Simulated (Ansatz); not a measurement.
The calculation used DFT PBEsol, scalar-relativistic, plane waves, PAW (Ansatz 0.2.0).

Plane waves to 420 eV, a k mesh through Γ of 8×8×4 on the computed 4-atom cell and Gaussian smearing (0.02 eV); no spin polarisation.

```
Br
1.0
     3.49088   -2.16476    0.00000
     3.49088    2.16476    0.00000
     0.00000    0.00000    8.25854
Br
4
Direct
  0.14022 0.85978 0.11634
  0.64022 0.35978 0.38366
  0.85978 0.14022 0.88366
  0.35978 0.64022 0.61634
```

Is this geometry at equilibrium? Which atom feels the largest force?

It isn't. Atom 1 (Br) feels (0.00, -0.67, 0.95) eV/Å, 1.161 eV/Å in size, and symmetry-related atoms feel the same size.

Give all forces and the stress.

```csv
atom,Fx,Fy,Fz
Br1,0.000,-0.674,0.946
Br2,0.000,-0.674,-0.946
Br3,0.000,0.674,-0.946
Br4,0.000,0.674,0.946
```
Stress (GPa, compression positive):
```
0.02 0.00 0.00
0.00 1.59 0.00
0.00 0.00 5.37
```

The cell holds layers, and where no dispersion correction was added their binding is poorly described.